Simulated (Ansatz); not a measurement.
Task: a single point from a YAML input of TlCl, space group Pm-3m, with Ansatz 0.2.0, Python API. Give the script and its output. Level of theory: PBEsol, PAW, cutoff 420 eV, 5×5×5 k-points, fixed occupations.

Contents of `input.yaml`:
```yaml
crystal:
  lattice:
    - [3.834, 0.0, 0.0]
    - [0.0, 3.834, 0.0]
    - [0.0, 0.0, 3.834]
  atoms:
    - { symbol: Tl, position: [0.0, 0.0, 0.0] }
    - { symbol: Cl, position: [0.5, 0.5, 0.5] }
kpoints:
  mp_grid: { grid: [5, 5, 5] }
hamiltonian:
  xc: pbesol
scf:
  occupations: { method: fixed }
basis:
  ecutwfc: "420 eV"
output:
  forces: true
  stress: true
  eigenvalues: true
```

The script, `tlcl.py`:
```python
# -*- coding: utf-8 -*-
"""TlCl from YAML text."""

from collections import Counter
import warnings

import ansatz
import numpy as np


def main():
    warnings.simplefilter("ignore", ansatz.DeckWarning)

    outcome = ansatz.Session.from_deck("input.yaml").plan().execute()
    rep = outcome.report

    for key in ("converged", "n_iterations", "n_electrons", "n_kpoints", "n_pw", "n_symmetry_ops", "free_energy_ev", "fermi_energy_ev"):
        print(f"{key:18s} {rep[key]}")

    # forces, one row an atom
    forces = np.array(rep["forces_ev_ang"])
    norms = np.linalg.norm(forces, axis=1)
    print("largest force {:.4f} eV/A on atom {}".format(norms.max(), norms.argmax()))
    print(np.array2string(forces, precision=4, suppress_small=True))

    # the stress is positive in compression
    sigma = rep["stress_gpa"]
    voigt = [sigma[0][0], sigma[1][1], sigma[2][2], sigma[1][2], sigma[0][2], sigma[0][1]]
    print("stress xx yy zz yz xz xy (GPa, compression positive):", " ".join(f"{s:.3f}" for s in voigt))
    print("P =", round(10 * float(np.mean(voigt[:3])), 2), "kbar")

    told = Counter((n["data"]["severity"], n["data"]["kind"]) for n in outcome.notices if n["event"] == "notice")
    for (severity, kind), count in sorted(told.items()):
        print(f"{severity:8s} {kind} x{count}")


if __name__ == "__main__":
    main()
```

```console
$ python tlcl.py
converged          True
n_iterations       6
n_electrons        20.0
n_kpoints          10
n_pw               1141
n_symmetry_ops     48
free_energy_ev     -12358.315342927119
fermi_energy_ev    4.77508282024767
largest force 0.0000 eV/A on atom 1
[[-0.  0. -0.]
 [ 0.  0.  0.]]
stress xx yy zz yz xz xy (GPa, compression positive): -1.364 -1.364 -1.364 0.000 0.000 0.000
P = -13.64 kbar
audit    band_cg_iterations x1
audit    preconditioner_resolved x1
```

Absolute energies stand on the zero of these potentials, so only differences at equal settings mean something. A total without «per atom» is that of the cell as typed. The zero of the levels is a convention of the potentials, so an absolute Fermi energy is no work function. Of the deposited cell: the entry's cell lengths or inner coordinates differ somewhat from later room-temperature determinations. Spin-orbit coupling, which matters for elements this heavy, is left out. The starting cell is as deposited in a crystallographic database; the results hold for this polymorph, which needn't be the stable one. The whole script took 0.9 s on 1 thread of Arm Neoverse V2 (shared host), peak memory 0.33 GiB.

(A comment or docstring line of the script was reworded after the run, the code is as it ran; lines on the test bed's own set-up are left out of the output.)
